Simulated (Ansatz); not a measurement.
# BN: the cost of one run

Program: Ansatz 0.2.0. Level of theory: DFT PBE, scalar-relativistic, plane waves, PAW. These are calculated values, not measurements.

## 1. The starting structure

Symmetry: F-43m, No. 216, cubic system. The conventional cell has a = 3.626 Å, b = 3.626 Å, c = 3.626 Å, α = 90.00°, β = 90.00°, γ = 90.00°. Around B (site symmetry -43m) lie 4 N at 1.57 Å. N (site symmetry -43m) is surrounded by 4 B at 1.57 Å.

As a file:

```cif
data_structure
_symmetry_space_group_name_H-M 'P 1'
_symmetry_Int_Tables_number 1
_cell_length_a 2.5640
_cell_length_b 2.5640
_cell_length_c 2.5640
_cell_angle_alpha 60.000
_cell_angle_beta 60.000
_cell_angle_gamma 60.000
_cell_volume 11.92
loop_
_atom_site_label
_atom_site_type_symbol
_atom_site_fract_x
_atom_site_fract_y
_atom_site_fract_z
_atom_site_occupancy
B1 B 0.00000 0.00000 0.00000 1
N1 N 0.75000 0.75000 0.75000 1
```

It goes back to an entry of the Materials Project.

No relaxation comes first: the listed cell is the starting point.

## 2. The reference cell

Reference values: F = -542.2757 eV; pressure -0.41 GPa; largest force 0.000 eV/Å; gap on the mesh 4.46 eV. It was computed beforehand with the settings of the runs below.

## 3. Setting up a tetragonal deformation path

At fixed volume and fractional coordinates, lengths along (0.000, 0.000, 1.000) are scaled against those across it; ρ is that ratio over its starting value.

## 4. At ρ = 0.707

The input, input.yaml:

```yaml
crystal:
  lattice:
    - [0.0, 2.0351272637, 1.4388349754]
    - [2.0351272637, 0.0, 1.4388349754]
    - [2.0351272637, 2.0351272637, 0.0]
  atoms:
    - { symbol: B, position: [0.0, 0.0, 0.0] }
    - { symbol: "N", position: [0.75, 0.75, 0.75] }
basis:
  ecutwfc: 420
kpoints:
  mp_grid: { grid: [12, 12, 12] }
hamiltonian:
  xc: pbe
scf:
  occupations: { method: gaussian, width: 0.05 }
output:
  forces: true
  stress: true
  eigenvalues: true
```

Started as:

```bash
> ansatz run input.yaml --threads 1 --pin off --max-ram 2560MiB --backend cpu --events-out ev --progress --plain --runs-dir out
```

What time and memory should one allow on 1 thread of Intel Xeon Platinum 8259CL at 2.50GHz (Skylake/Cascade Lake), shared host?

About 2.1 s, with a peak of 0.31 GiB.
